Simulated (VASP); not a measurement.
Here is a VASP 6.6.1 calculation.

Contents of POSCAR:

```
Ca
1.0
   -0.0000000000      2.7650719202      2.7650719202
    2.7650719202      0.0000000000      2.7650719202
    2.7650719202      2.7650719202     -0.0000000000
  Ca
     1
Direct
     0.0000000000000000    1.0000000000000000    0.0000000000000000
```

File INCAR.step1:

```
  ALGO = Normal
  EDIFF = 1E-8
  EDIFFG = -0.002
  ENCUT = 600
  GGA = PE
  IBRION = 2
  ISIF = 3
  ISMEAR = 1
  KPAR = 2
  LASPH = True
  LCHARG = False
  LREAL = False
  LWAVE = False
  NELM = 80
  NSW = 40
  PREC = Accurate
  SIGMA = 0.2
```

Contents of INCAR.step2:

```
  ALGO = Normal
  EDIFF = 1E-8
  ENCUT = 600
  GGA = PE
  IBRION = 6
  ISIF = 2
  ISMEAR = 1
  KPAR = 2
  LASPH = True
  LCHARG = False
  LREAL = False
  LWAVE = False
  NELM = 80
  NFREE = 2
  NSW = 1
  POTIM = 0.015
  PREC = Accurate
  SIGMA = 0.2
```

File KPOINTS:

```
k-points
0
Gamma
  22 22 22
```

Potentials or basis: VASP PAW PBE potentials, release 64 (Ca_sv).

Run with:

```bash
$ cat potpaw_PBE.64/Ca_sv/POTCAR > POTCAR
$ cp INCAR.step1 INCAR
$ mpirun -np 2 vasp_std > vasp.out
$ cp CONTCAR POSCAR
$ cp INCAR.step2 INCAR
$ mpirun -np 2 vasp_std > vasp.out
```

(1) Estimate the space group after relaxing (to 0.05 Å).

(2) Predict the relaxed cell.

Answers

(1) Fm-3m (No. 225).

(2) a = 3.909 Å, b = 3.909 Å, c = 3.909 Å, α = 60.00°, β = 60.00°, γ = 60.00°.
